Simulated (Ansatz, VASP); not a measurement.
## Lu in VASP and in Ansatz

The input INCAR:

```
SYSTEM = Lu
  ALGO = Normal
  EDIFF = 1E-7
  ENCUT = 520
  GGA = CA
  ISIF = 2
  ISMEAR = -1
  LASPH = .TRUE.
  LCHARG = .TRUE.
  LELF = .TRUE.
  LREAL = .FALSE.
  LVHAR = .TRUE.
  LWAVE = .FALSE.
  NBANDS = 18
  NELM = 100
  PREC = Accurate
  SIGMA = 0.1
```

File KPOINTS:

```
k-points
0
G
  13 13 13
  0 0 0
```

POSCAR

```
Lu
1.0
   -1.9439496561      1.9439496561      1.9439496561
    1.9439496561     -1.9439496561      1.9439496561
    1.9439496561      1.9439496561     -1.9439496561
Lu
1
Direct
    0.0000000000      0.0000000000      0.0000000000
```

Input for Ansatz:

```yaml
crystal:
  lattice:
    - [-1.9439496561, 1.9439496561, 1.9439496561]
    - [1.9439496561, -1.9439496561, 1.9439496561]
    - [1.9439496561, 1.9439496561, -1.9439496561]
  atoms:
    - { symbol: Lu, position: [0.0, 0.0, 0.0] }
hamiltonian:
  xc: lda
  pseudopotentials:
    kind: paw
    azcp:
      Lu: "pseudopotentials/Lu.paw.azcp"
basis:
  ecutwfc: 420
  fft_grid_basis: typed
kpoints:
  mp_grid: { grid: [13, 13, 13], shift: [0, 0, 0] }
magnetization:
  spin_polarized: false
scf:
  occupations: { method: fermi_dirac, width: 0.1 }
  lower_state_search: "off"
output:
  stress: true
```

Alike in both runs: task single point; functional LDA; k mesh 13 × 13 × 13; occupations fermi-dirac, width 0.1 eV; no spin polarisation.

|  | VASP | Ansatz |
| --- | --- | --- |
| version | VASP 6.6.1 | Ansatz 0.2.0 |
| potentials or method | VASP PAW PBE potentials, release 64 (Lu) | plane waves (420 eV) with PAW, scalar-relativistic |
| plane-wave cutoff (eV) | 520 | 420 |
| valence electrons in the cell | 25 | 25 |

VASP gave:

```
pressure (GPa) : -4.6
```

Question: What did Ansatz give for the same quantities?

Answer: Pressure (GPa): -4.7.

Ansatz warned: «pseudo_functional_mismatch».

Caveats: the PAW data sets were made with another functional, which shifts forces and pressure a little (VASP). Spin-orbit coupling is left out, which matters for the levels of Lu.
